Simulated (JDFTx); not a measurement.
MnO under changes of volume

One of the cells (10.999 Å³/atom); the others are scaled copies at fixed shape and fractional positions:

```
Mn O
1.0
     0.00000    2.22391    2.22391
     2.22391    0.00000    2.22391
     2.22391    2.22391    0.00000
Mn O
1 1
Direct
  0.00000 0.00000 0.00000
  0.50000 0.50000 0.50000
```

The cell is a database's computed one.

- Program: JDFTx 1.7.0 (patched build)
- Functional: PBEsol
- Potentials or basis: PseudoDojo-SR-PBEsol-0.4.1-standard with smoothed tails
- Cutoff: 1306 eV
- Density cutoff: 10449 eV
- k mesh: 10 × 10 × 10
- Occupations: fermi-dirac, width 0.05 eV
- Spin: collinear spin, ferromagnetic start
- Starting moments: [4.0, 0.0] μB

| volume (Å³/atom) | energy over the lowest point (meV/atom) | pressure (GPa) | moment (μB per cell) |
| --- | --- | --- | --- |
| 10.339 | 0.00 | -0.9 | 4.61 |
| 10.559 | 2.65 | -2.8 | 4.69 |
| 10.779 | 6.95 | -4.4 | 4.77 |
| 10.999 | ? | ? | ? |
| 11.219 | 25.07 | -9.1 | 4.82 |
| 11.439 | 38.68 | -10.8 | 4.86 |
| 11.659 | 54.17 | -12.2 | 4.91 |

Task: What does the run at 10.999 Å³/atom give?

Result: Energy over the lowest point 14.11 meV/atom; pressure -6.8 GPa; moment 4.80 μB per cell.

Worked out: A Birch-Murnaghan fit of order 3 (a polynomial in V^(-2/3)) to the other rows has its minimum at 10.26 Å³/atom, just outside them, with B0 = V·E''(V) = 85 GPa (rough, since the energies scatter). It gives 14.82 meV/atom at 10.999 Å³/atom, against the run's 14.11, and -dE/dV = -6.6 GPa, against -6.8. A parabola through the other rows of the moment, of slope 0.209 μB per Å³/atom there, gives 4.80 μB, against the run's 4.80.

Energies are extrapolated to zero smearing.

Caveats: a cell with one magnetic atom can't hold antiferromagnetic order, which such compounds often take.
